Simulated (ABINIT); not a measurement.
The system is Al.

```
CELL_PARAMETERS angstrom
0.00000 2.02481 2.02481
2.02481 0.00000 2.02481
2.02481 2.02481 0.00000
ATOMIC_POSITIONS crystal
Al 0.00000 0.00000 0.00000
```

```yaml
Program: ABINIT 10.8.3 (patched build)
Task: relaxation of cell and atoms
Functional: LDA
Potentials_or_basis: PseudoDojo NC SR LDA v0.4.1 standard
Cutoff: 599 eV
k_mesh: 8 × 8 × 8
Occupations: fermi-dirac, width 0.05 eV
Spin: no spin polarisation
```

At the start: pressure -4.0 GPa; volume 16.60 Å³/atom.

Q: Where does the relaxation end?

A: Over 5 steps the energy falls by 10.6 meV/atom and the volume is 15.78 Å³/atom (-4.9 %); space group Fm-3m (No. 225, to 0.05 Å).

The path:
| step | energy change (eV) | largest force (eV/Å) | pressure (GPa) | volume (Å³) |
| --- | --- | --- | --- | --- |
| 1 | 0.0000 | 0.0000 | -3.96 | 16.60 |
| 2 | -0.0044 | 0.0000 | -3.09 | 16.40 |
| 3 | -0.0105 | 0.0000 | 0.23 | 15.74 |
| 4 | -0.0106 | 0.0000 | -0.01 | 15.79 |
| 5 | -0.0106 | 0.0000 | 0.00 | 15.78 |

Final structure:
```cif
data_structure
_symmetry_space_group_name_H-M 'P 1'
_symmetry_Int_Tables_number 1
_cell_length_a 2.8156
_cell_length_b 2.8156
_cell_length_c 2.8156
_cell_angle_alpha 60.000
_cell_angle_beta 60.000
_cell_angle_gamma 60.000
_cell_volume 15.78
loop_
_atom_site_label
_atom_site_type_symbol
_atom_site_fract_x
_atom_site_fract_y
_atom_site_fract_z
_atom_site_occupancy
Al1 Al 0.00000 0.00000 0.00000 1
```

The cell as given is a measured one (16.60 Å³/atom); LDA puts the equilibrium volume -4.9 % from it, thermal expansion not counted.
